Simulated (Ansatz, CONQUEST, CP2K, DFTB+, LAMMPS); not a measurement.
# DFTB+ runs on InP with crystalline order left by the classical run (72 atoms)

How do the settings of DFTB+ change the result for InP with crystalline order left by the classical run (72 atoms)? A plane-wave run serves as the yardstick.

Main program and level: DFTB+ 25.1; the method is named at each step.

## Step 1: Starting point

The cell holds 72 atoms: 36 In and 36 P. Its edges and angles: a = 12.491 Å, b = 12.491 Å, c = 12.491 Å, α = 90.0°, β = 90.0°, γ = 90.0°. 72 atoms (36 In, 36 P) placed at random at 4.47 g/cm³, melted at 2500 K for 10 ps at fixed volume with the Vashishta potential (Branicio, Rino, Gan and Tsuzuki, J. Phys.: Condens. Matter 21, 095002 (2009)). Quenched from 2500 K to 300 K at 20 K/ps and fixed volume, annealed at 1000 K for 50 ps, held 5 ps, then minimised at fixed cell.

Structure file:

```
In P
1.0
    12.49090    0.00000    0.00000
     0.00000   12.49090    0.00000
     0.00000    0.00000   12.49090
In P
36 36
Direct
  0.30389 0.67570 0.46026
  0.10719 0.84798 0.29355
  0.60604 0.17774 0.95491
  0.83449 0.67384 0.45673
  0.09918 0.50226 0.62595
  0.07301 0.50833 0.29071
  0.36665 0.36771 0.48223
  0.07563 0.50526 0.95851
  0.58838 0.83596 0.62413
  0.32866 0.34563 0.12561
  0.38041 0.00392 0.45807
  0.30961 0.70070 0.81317
  0.13594 0.17582 0.95176
  0.58096 0.83829 0.95706
  0.81250 0.00801 0.79038
  0.30852 0.67689 0.12450
  0.61037 0.17710 0.62021
  0.82060 0.01227 0.12216
  0.05579 0.17825 0.28493
  0.55825 0.51728 0.29132
  0.63619 0.84235 0.29063
  0.36911 0.34102 0.78778
  0.31880 0.03632 0.15363
  0.34333 0.00127 0.78713
  0.13054 0.17381 0.61965
  0.83140 0.67472 0.79412
  0.86027 0.01290 0.45938
  0.83458 0.67487 0.12285
  0.55730 0.51504 0.95702
  0.57912 0.17780 0.28678
  0.62634 0.50702 0.62460
  0.86172 0.34144 0.45781
  0.86020 0.33941 0.79091
  0.80233 0.34900 0.12288
  0.06353 0.84619 0.95887
  0.06256 0.84346 0.62668
  0.11378 0.05814 0.12248
  0.86885 0.55262 0.28875
  0.30578 0.52776 0.60525
  0.10194 0.72245 0.79366
  0.85914 0.89026 0.95665
  0.59629 0.39412 0.12494
  0.83211 0.54833 0.62549
  0.35020 0.55488 0.95891
  0.61691 0.05231 0.12273
  0.60840 0.04978 0.78813
  0.62672 0.71736 0.79277
  0.12174 0.38640 0.12628
  0.10475 0.72188 0.12369
  0.57189 0.39184 0.45899
  0.57186 0.38927 0.78937
  0.83908 0.89012 0.29072
  0.37225 0.20059 0.27046
  0.06847 0.37677 0.79125
  0.06589 0.38217 0.45872
  0.62996 0.71738 0.45559
  0.58498 0.05041 0.45357
  0.81035 0.22362 0.95669
  0.33816 0.21575 0.62155
  0.09977 0.72056 0.46058
  0.37180 0.85940 0.93755
  0.13786 0.04721 0.78687
  0.87159 0.55221 0.95904
  0.38068 0.87699 0.62175
  0.62877 0.71800 0.12354
  0.06551 0.05714 0.45607
  0.35113 0.55895 0.29129
  0.31549 0.88730 0.29638
  0.81468 0.22201 0.62255
  0.33893 0.22147 0.95541
  0.84883 0.22216 0.28527
  0.85763 0.88622 0.62668
```

The yardstick, on the same geometry:

| Quantity | Value |
| --- | --- |
| method | Kohn-Sham DFT, PBE, PAW, plane waves (Ansatz 0.2.0); cutoff 420 eV, Γ point, fermi-dirac smearing of 0.05 eV; PAW set soft_2 |
| r.m.s. force component | 0.1616 eV/Å |
| longest force | 0.4971 eV/Å |
| pressure | -2.486 GPa |
| SCF cycles | 10 |
| time | 19 s on 4 threads of Intel Xeon Platinum 8559C (Emerald Rapids), shared host |
| CPU time | 68 s |

## Step 2: IPEA1-xTB

Method: IPEA1-xTB tight binding, diagonalisation.

Contents of dftb_in.hsd:

```
Geometry = GenFormat {
  <<< geo.gen
}
Driver = {}
Hamiltonian = xTB {
  Method = "IPEA1-xTB"
  SccTolerance = 1e-06
  MaxSccIterations = 300
  Mixer = Broyden { MixingParameter = 0.05 }
  Filling = Fermi { Temperature [K] = 580 }
  KPointsAndWeights = { 0.0 0.0 0.0 1.0 }
}
Analysis {
  PrintForces = Yes
  MullikenAnalysis = Yes
}
ParserOptions { ParserVersion = 14 }
```

Contents of geo.gen:

```
72 F
In P
1 1 0.30389 0.67570 0.46026
2 1 0.10719 0.84798 0.29355
3 1 0.60604 0.17774 0.95491
4 1 0.83449 0.67384 0.45673
5 1 0.09918 0.50226 0.62595
6 1 0.07301 0.50833 0.29071
7 1 0.36665 0.36771 0.48223
8 1 0.07563 0.50526 0.95851
9 1 0.58838 0.83596 0.62413
10 1 0.32866 0.34563 0.12561
11 1 0.38041 0.00392 0.45807
12 1 0.30961 0.70070 0.81317
13 1 0.13594 0.17582 0.95176
14 1 0.58096 0.83829 0.95706
15 1 0.81250 0.00801 0.79038
16 1 0.30852 0.67689 0.12450
17 1 0.61037 0.17710 0.62021
18 1 0.82060 0.01227 0.12216
19 1 0.05579 0.17825 0.28493
20 1 0.55825 0.51728 0.29132
21 1 0.63619 0.84235 0.29063
22 1 0.36911 0.34102 0.78778
23 1 0.31880 0.03632 0.15363
24 1 0.34333 0.00127 0.78713
25 1 0.13054 0.17381 0.61965
26 1 0.83140 0.67472 0.79412
27 1 0.86027 0.01290 0.45938
28 1 0.83458 0.67487 0.12285
29 1 0.55730 0.51504 0.95702
30 1 0.57912 0.17780 0.28678
31 1 0.62634 0.50702 0.62460
32 1 0.86172 0.34144 0.45781
33 1 0.86020 0.33941 0.79091
34 1 0.80233 0.34900 0.12288
35 1 0.06353 0.84619 0.95887
36 1 0.06256 0.84346 0.62668
37 2 0.11378 0.05814 0.12248
38 2 0.86885 0.55262 0.28875
39 2 0.30578 0.52776 0.60525
40 2 0.10194 0.72245 0.79366
41 2 0.85914 0.89026 0.95665
42 2 0.59629 0.39412 0.12494
43 2 0.83211 0.54833 0.62549
44 2 0.35020 0.55488 0.95891
45 2 0.61691 0.05231 0.12273
46 2 0.60840 0.04978 0.78813
47 2 0.62672 0.71736 0.79277
48 2 0.12174 0.38640 0.12628
49 2 0.10475 0.72188 0.12369
50 2 0.57189 0.39184 0.45899
51 2 0.57186 0.38927 0.78937
52 2 0.83908 0.89012 0.29072
53 2 0.37225 0.20059 0.27046
54 2 0.06847 0.37677 0.79125
55 2 0.06589 0.38217 0.45872
56 2 0.62996 0.71738 0.45559
[... 16 atom lines left out ...]
0.0 0.0 0.0
12.49090 0.00000 0.00000
0.00000 12.49090 0.00000
0.00000 0.00000 12.49090
```

Launch:

```sh
$ OMP_NUM_THREADS=1 dftb+ > output.txt
```

Log:

```text
Reading input file 'dftb_in.hsd'
Parser version: 14
--------------------------------------------------------------------------------
Processed input in HSD format written to 'dftb_pin.hsd'
Starting initialization...
--------------------------------------------------------------------------------
WARNING!
-> Dipole printed for extended system : value printed is not well defined
Mode:                        Static calculation
Self consistent charges:     Yes
SCC-tolerance:                 0.100000E-05
Max. scc iterations:                    300
Shell resolved Hubbard:      Yes
Spin polarisation:           No
Nr. of up electrons:           144.000000
Nr. of down electrons:         144.000000
Periodic boundaries:         Yes
Electronic solver:           Relatively robust
Mixer:                       Broyden mixer
Mixing parameter:                  0.050000
Nr. of chrg. vec. in memory:            300
Max. SCC-cycles:                        300
tblite library version:      0.3.0
-> parametrization:          IPEA1-xTB
-> repulsion:                Yes
-> dispersion:               Yes
-> halogen bonding:          Yes
-> electrostatics:           Yes
   -> isotropic:             Yes
   -> anisotropic:           No
   -> third-order:           Yes
Electronic temperature:              0.183675E-02 H      0.499806E-01 eV
Initial charges:             Set automatically (system chrg:   0.000E+00)
Included shells:            In:  s, p, d
                             P:  s, p, d
K-points and weights:           1:  0.000000  0.000000  0.000000     1.000000
K-points in absolute space:     1:  0.000000  0.000000  0.000000
Extra options:
                             Mulliken analysis
                             Force calculation
Force type                   original
--------------------------------------------------------------------------------
***  Geometry step: 0
 iSCC Total electronic   Diff electronic      SCC error
    1   -0.14760414E+03    0.00000000E+00    0.61626669E+00
    2   -0.14762637E+03   -0.14760414E+03    0.58202113E+00
    3   -0.14752822E+03   -0.22235085E-01    0.28837457E+00
    4   -0.14762728E+03    0.98152958E-01    0.15435106E+00
    5   -0.14764955E+03   -0.99063718E-01    0.14510611E+00
    6   -0.14766971E+03   -0.22263411E-01    0.60111177E-01
    7   -0.14767387E+03   -0.20160578E-01    0.30957649E-01
    8   -0.14767426E+03   -0.41603118E-02    0.19897154E-01
    9   -0.14767441E+03   -0.38754511E-03    0.16837962E-01
   10   -0.14767444E+03   -0.15794532E-03    0.11205965E-01
   11   -0.14767450E+03   -0.25277240E-04    0.94451512E-02
   12   -0.14767457E+03   -0.56325424E-04    0.27366585E-02
   13   -0.14767458E+03   -0.69908143E-04    0.11735078E-02
   14   -0.14767458E+03   -0.10822896E-04    0.67492118E-03
   15   -0.14767458E+03   -0.12307416E-05    0.48686386E-03
   16   -0.14767458E+03   -0.12492163E-06    0.34591672E-03
   17   -0.14767458E+03    0.29809303E-06    0.14909395E-03
   18   -0.14767458E+03   -0.17940229E-06    0.92936749E-04
   19   -0.14767458E+03    0.14271617E-06    0.36615017E-04
>> Charges saved for restart in charges.bin
   20   -0.14767458E+03    0.73771616E-07    0.75884436E-05
   21   -0.14767458E+03   -0.47251802E-07    0.35714266E-05
   22   -0.14767458E+03    0.15598687E-08    0.25809404E-05
   23   -0.14767458E+03    0.78648554E-09    0.21144868E-05
   24   -0.14767458E+03   -0.45994852E-09    0.13516321E-05
>> Charges saved for restart in charges.bin
   25   -0.14767458E+03    0.12138059E-08    0.50308786E-06
Total Energy:                     -147.4995386481 H        -4013.6667 eV
Extrapolated to 0K:               -147.5036725011 H        -4013.7791 eV
Total Mermin free energy:         -147.5078063541 H        -4013.8916 eV
Force related energy:             -147.5078063541 H        -4013.8916 eV
Volume:                              0.131516E+05 au^3   0.194886E+04 A^3
Pressure:                           -0.654882E-04 au    -0.192673E+10 Pa
```

detailed.out:

```text
Fermi distribution function
Calculation with static geometry
********************************************************************************
 iSCC Total electronic   Diff electronic      SCC error
   25   -0.14767458E+03    0.12138059E-08    0.50308786E-06
********************************************************************************
 Total charge:    -0.00000000
 Atomic gross charges (e)
 Atom           Charge
    1       0.11887803
    2       0.19143203
    3       0.16361439
    4       0.16723977
    5       0.18354887
    6       0.17651056
    7       0.17280570
    8       0.17644281
    9       0.18447345
   10       0.20694891
   11       0.16021525
   12       0.15237317
[...]
68      -0.17173554
   69      -0.17433493
   70      -0.17504704
   71      -0.18753198
   72      -0.17395117
Fermi level:                        -0.3566806875 H           -9.7058 eV
Band energy:                      -148.9945089702 H        -4054.3469 eV
TS:                                  0.0082677060 H            0.2250 eV
Band free energy (E-TS):          -149.0027766762 H        -4054.5718 eV
Extrapolated E(0K):               -148.9986428232 H        -4054.4594 eV
Input / Output electrons (q):    288.0000000000    288.0000000000
Energy H0:                        -147.7204410365 H        -4019.6777 eV
Energy SCC:                          0.0458630140 H            1.2480 eV
Total Electronic energy:          -147.6745780224 H        -4018.4297 eV
Repulsive energy:                    0.6768965659 H           18.4193 eV
Halogen correction energy:           0.0000000000 H            0.0000 eV
Total energy:                     -147.4995386481 H        -4013.6667 eV
Extrapolated to 0:                -147.5036725011 H        -4013.7791 eV
Total Mermin free energy:         -147.5078063541 H        -4013.8916 eV
Force related energy:             -147.5078063541 H        -4013.8916 eV
Non-constrained calculation
SCC converged
Total Forces
    1      0.002399756304      0.009619163858     -0.001628458949
    2     -0.005122496431      0.005757884203     -0.001187935164
    3     -0.008334625082      0.004597254301     -0.000125998887
    4      0.008471882795      0.004793384633     -0.001506146577
    5      0.000126471686      0.004319135112     -0.000060626820
    6      0.003715506612      0.004443707569     -0.001608299939
    7     -0.001302076880      0.001326001851     -0.005513837569
    8      0.003711019556      0.002784865089      0.000680208510
    9     -0.000934824678      0.006016796571      0.000089583226
   10      0.001407722288      0.007739985916     -0.000858839669
   11      0.000791537091      0.007568301801     -0.005563751603
[...]
68      0.005001179973     -0.007836841259      0.006531312716
   69      0.002943192665     -0.009465252316     -0.003397864617
   70      0.014318252605     -0.002530952276     -0.000141851480
   71     -0.004873872105     -0.006549337344     -0.008606006700
   72     -0.003531790365     -0.008523460001      0.002810858364
Total stress tensor
     -0.000112703101     -0.000002354778     -0.000001102782
     -0.000002354778     -0.000069688085     -0.000004886346
     -0.000001102782     -0.000004886346     -0.000014073521
Total lattice derivs
      0.062794412261      0.001312003582      0.000614433163
      0.001312003582      0.038827878684      0.002722509133
      0.000614433163      0.002722509133      0.007841296838
Maximal derivative component:        0.170106E-01 au
Volume:                              0.131516E+05 au^3
Pressure:                           -0.654882E-04 au    -0.192673E+10 Pa
Warning: dipole moment is not defined absolutely!
Dipole moment:    2.20441953   13.10322774   -1.65523162 au
Dipole moment:    5.60307602   33.30508554   -4.20717947 Debye
```

Wall time 18 s (1 thread of Intel Xeon Platinum 8559C (Emerald Rapids), shared host); peak memory 0.78 GiB.

Banners, paths, timers and routine set-up lines are dropped from the logs unmarked, and long logs keep their key lines alone; longer cuts are marked.

Compared with the plane-wave run:

```yaml
r_m_s_force_component: 0.3008 eV/Å
r_m_s_difference_of_force_components: 293.2 meV/Å
longest_difference_of_force_vectors: 702.9 meV/Å
force_difference_over_r_m_s_force: 181.5 %
slope_of_forces_against_the_reference_s: 0.5861
correlation_of_force_components: 0.3148
pressure: -1.927 GPa
pressure_difference: 0.5593 GPa
```

Length of the force difference by element (eV/Å):

```csv
element,atoms,mean,most
In,36,0.48,0.64
P,36,0.52,0.70
```

The surroundings of P39, which bears the longest force, nearest first, numbered as they follow in the input and with coordinates relative to it.

```csv
atom,x,y,z,distance (Å),bonds,Mulliken charge (e),Fx,Fy,Fz (eV/Å)
P39,0.00,0.00,0.00,0.00,3,-0.16,0.37,-0.04,0.87
In1,-0.02,1.85,-1.81,2.59,3,0.12,0.12,0.49,-0.08
In5,-2.58,-0.32,0.26,2.61,3,0.18,0.01,0.22,0.00
In7,0.76,-2.00,-1.54,2.63,3,0.17,-0.07,0.07,-0.28
In22,0.79,-2.33,2.28,3.36,3,0.17,-0.04,0.36,-0.14
In12,0.05,2.16,2.60,3.38,3,0.15,-0.08,0.13,-0.30
P59,0.40,-3.90,0.20,3.92,3,-0.17,0.02,-0.65,-0.33
P55,-3.00,-1.82,-1.83,3.95,3,-0.18,0.34,-0.47,-0.04
P60,-2.57,2.41,-1.81,3.96,3,-0.17,-0.63,-0.31,-0.05
P67,0.57,0.39,-3.92,3.98,3,-0.16,0.00,-0.04,0.08
In31,4.00,-0.26,0.24,4.02,3,0.19,0.20,0.38,0.12
```

Forces lie 181 % from the reference's, at 0.26 times its CPU time (on 1 against 4 cores).

## Step 3: GFN2-xTB

Method: GFN2-xTB tight binding, diagonalisation.

dftb_in.hsd: that of step 2 with these lines changed.

```diff
@@ -5,3 +5,3 @@
 Hamiltonian = xTB {
-  Method = "IPEA1-xTB"
+  Method = "GFN2-xTB"
   SccTolerance = 1e-06
```

geo.gen is that of step 2.

Launch:

```sh
$ OMP_NUM_THREADS=1 dftb+ > output.txt
```

Log:

```text
Reading input file 'dftb_in.hsd'
Parser version: 14
--------------------------------------------------------------------------------
Processed input in HSD format written to 'dftb_pin.hsd'
[... lines left out ...]
WARNING!
[... lines left out ...]
 iSCC Total electronic   Diff electronic      SCC error
[... lines left out ...]
  156   -0.13620448E+03   -0.36235122E-08    0.57799055E-06
Total Energy:                     -136.7098302486 H        -3720.0638 eV
Extrapolated to 0K:               -136.7137358537 H        -3720.1700 eV
Total Mermin free energy:         -136.7176414588 H        -3720.2763 eV
Force related energy:             -136.7176414588 H        -3720.2763 eV
Volume:                              0.131516E+05 au^3   0.194886E+04 A^3
Pressure:                            0.207944E-05 au     0.611791E+08 Pa
```

detailed.out:

```text
Fermi distribution function
Calculation with static geometry
********************************************************************************
 iSCC Total electronic   Diff electronic      SCC error
[... lines left out ...]
Fermi level:                        -0.3337379517 H           -9.0815 eV
[... lines left out ...]
Band free energy (E-TS):          -134.8411191200 H        -3669.2135 eV
[... lines left out ...]
Total energy:                     -136.7098302486 H        -3720.0638 eV
[... lines left out ...]
Total Mermin free energy:         -136.7176414588 H        -3720.2763 eV
[... lines left out ...]
SCC converged
Total Forces
[... lines left out ...]
      0.003314686357      0.004152161634     -0.002336354460
      0.000199533033     -0.002336354460     -0.027947979013
Maximal derivative component:        0.207456E-01 au
Volume:                              0.131516E+05 au^3
Pressure:                            0.207944E-05 au     0.611791E+08 Pa
Warning: dipole moment is not defined absolutely!
Dipole moment:   -3.31791079   -8.21045288    1.47218148 au
Dipole moment:   -8.43328873  -20.86889131    3.74191239 Debye
```

Elapsed: 50 s, on 1 thread; peak memory 0.57 GiB.

Compared with the plane-wave run:

- r.m.s. force component: 0.4145 eV/Å
- r.m.s. difference of force components: 439.2 meV/Å
- longest difference of force vectors: 1045 meV/Å
- force difference over r.m.s. force: 271.8 %
- slope of forces against the reference's: 0.0967
- correlation of force components: 0.03769
- pressure: 0.0612 GPa
- pressure difference: 2.547 GPa

Against the first run (181 %), the force difference from the reference is 272 %, at 2.8 times the CPU time (156 SCF steps against 25).

## Step 4: All runs compared

Differences are against the plane-wave reference, forces as r.m.s. over components; share is that over the reference's r.m.s. force, slope the least-squares factor from reference forces to these. Total energies of different programs have different zeros and aren't compared.

```csv
run,"Δ force, r.m.s. (meV/Å)",share (%),slope,Δ pressure (GPa),cores,CPU time,memory (GiB)
reference,-,-,-,-,4,68 s,2.5
DFTB+ IPEA1-xTB,293,181,0.586,0.559,1,18 s,0.78
DFTB+ GFN2-xTB,439,272,0.097,2.55,1,50 s,0.57
```

CPU time is summed over cores on a shared host, where runs went side by side, so it is rough. Symmetry, cutoffs, thresholds, outputs and thread counts weren't matched or tuned between programs; memory under MPI is the largest rank's times the ranks.

Mean charges by element (e), by run and scheme:

```csv
run,scheme,In,P
reference,Löwdin,+0.31,-0.26
DFTB+ IPEA1-xTB,Mulliken,+0.17,-0.17
DFTB+ GFN2-xTB,Mulliken,+0.32,-0.32
```

The reference's Löwdin charges lack the electrons that the projection spills, 0.022 e an atom on average.

## Step 5: What came out

```json
{"nearest in forces": "DFTB+ IPEA1-xTB, 181 %", "its CPU time": "18 s"}
```

What this shows: Tight binding differs by 181 % (DFTB+ IPEA1-xTB) to 272 % (DFTB+ GFN2-xTB); it is another model, with fitted parameters of its own, and the xTB methods hold dispersion. IPEA1-xTB was fitted to ionisation energies and electron affinities, not to forces or charges. DFTB+ GFN2-xTB needed 156 SCF steps, so its time overstates the method's usual cost. One electronic-structure run takes under half the reference's CPU time: DFTB+ IPEA1-xTB, at 181 % in 18 s against 68 s, too far off to be of use. Charges hang on model, scheme and program or settings: among these rows the mean for In runs from +0.17 to +0.32 e. Periodic xTB results under one method name differ between programs and library versions (DFTB+ here holds tblite 0.3). The quench rate of 20 K/ps is many orders above laboratory rates, so the cell is likely richer in defects and strain than a real sample. The network of bonds at the start is that of the classical potential that made the cell, and needn't be the one that DFT or experiment would give. The reference's stress is far from hydrostatic: its diagonal is -4.4, -1.8, -1.2 GPa, compression counted positive. The reference's pressure of -2.5 GPa belongs to a cell and atoms that aren't relaxed at this level. The electronic-structure runs sample only Γ, in a cell whose shortest periodic width is 12 Å, which is coarse for a cell with partly filled levels.

[Also dropped from logs without a mark: logging warnings of Python, and SIESTA's first energy breakdown and zero terms.]

[Logs are printed without paths, hosts, clocks, repeated set-up lines and the standing remarks that a program may print on its own settings, such as how far it seeks lower states.]

[Hosts, paths, dates, database ids (printed as entryN), source tags and the programs' standing remarks are cut or masked in the printed files.]
